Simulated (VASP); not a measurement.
CdSe:

```
Cd Se
1.0
     0.00000    3.04621    3.04621
     3.04621    0.00000    3.04621
     3.04621    3.04621    0.00000
Cd Se
1 1
Cartesian
  0.0000 0.0000 0.0000
  1.5231 1.5231 1.5231
```

The cell was built by a generator and needn't be a form met in nature.

Base run:

```yaml
Program: VASP 6.6.1
Functional: r2SCAN
Potentials_or_basis: VASP PAW PBE potentials, release 64 (Cd, Se)
Cutoff: 520 eV
k_mesh: 8 × 8 × 8
Occupations: gaussian, width 0.03 eV
Spin: no spin polarisation
```

Its results: band gap on the k mesh 1.08 eV, direct.

After a change of settings the same cell gave: band gap on the k mesh 1.94 eV, direct. Which change was it?
A. functional from r2SCAN to PBEsol
B. functional from r2SCAN to TB-mBJ
C. functional from r2SCAN to LDA; potentials or basis from VASP PAW PBE potentials, release 64 (Cd, Se) to VASP PAW LDA potentials, release 64 (Cd, Se)

B.
